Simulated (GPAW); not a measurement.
The system is CdSe (Cadmoselite).

```
Cd Se
1.0
     4.30000    0.00000    0.00000
    -2.15000    3.72391    0.00000
     0.00000    0.00000    7.02000
Cd Se
2 2
Direct
  0.66667 0.33333 0.50000
  0.33333 0.66667 0.00000
  0.66667 0.33333 0.88500
  0.33333 0.66667 0.38500
```

* Program: GPAW 26.7.0
* Task: relaxation of cell and atoms
* Functional: LDA
* Potentials or basis: the program's PAW data sets (release 1.2.1) made for this functional
* Cutoff: 600 eV
* Basis: pw
* k mesh: 5 × 5 × 3
* Occupations: fermi-dirac, width 0.05 eV
* Spin: no spin polarisation

At the start: pressure -2.0 GPa; volume 28.10 Å³/atom.

Task: How do energy, volume and symmetry change on relaxing?

Result: Over 9 steps the energy falls by 11.4 meV/atom and the volume is 27.03 Å³/atom (-3.8 %); space group P6_3mc (No. 186, to 0.05 Å).

The path:
| step | energy change (eV) | largest force (eV/Å) | pressure (GPa) | volume (Å³) |
| --- | --- | --- | --- | --- |
| 1 | 0.0000 | 0.2558 | -1.95 | 112.41 |
| 2 | -0.0091 | 0.2294 | -1.80 | 112.00 |
| 3 | -0.0413 | 0.1368 | 0.06 | 108.09 |
| 4 | -0.0442 | 0.0192 | -0.40 | 108.91 |
| 5 | -0.0446 | 0.0254 | -0.30 | 108.73 |
| 6 | -0.0453 | 0.0189 | -0.03 | 108.22 |
| 7 | -0.0455 | 0.0018 | 0.04 | 108.08 |
| 8 | -0.0455 | 0.0099 | 0.04 | 108.09 |
| 9 | -0.0455 | 0.0137 | 0.03 | 108.11 |

Final structure:
```cif
data_structure
_symmetry_space_group_name_H-M 'P 1'
_symmetry_Int_Tables_number 1
_cell_length_a 4.2512
_cell_length_b 4.2512
_cell_length_c 6.9072
_cell_angle_alpha 90.000
_cell_angle_beta 90.000
_cell_angle_gamma 120.000
_cell_volume 108.11
loop_
_atom_site_label
_atom_site_type_symbol
_atom_site_fract_x
_atom_site_fract_y
_atom_site_fract_z
_atom_site_occupancy
Cd1 Cd 0.66667 0.33333 0.50406 1
Cd2 Cd 0.33333 0.66667 0.00406 1
Se1 Se 0.66667 0.33333 0.88094 1
Se2 Se 0.33333 0.66667 0.38094 1
```

Caveat: later steps reuse the first step's grids.
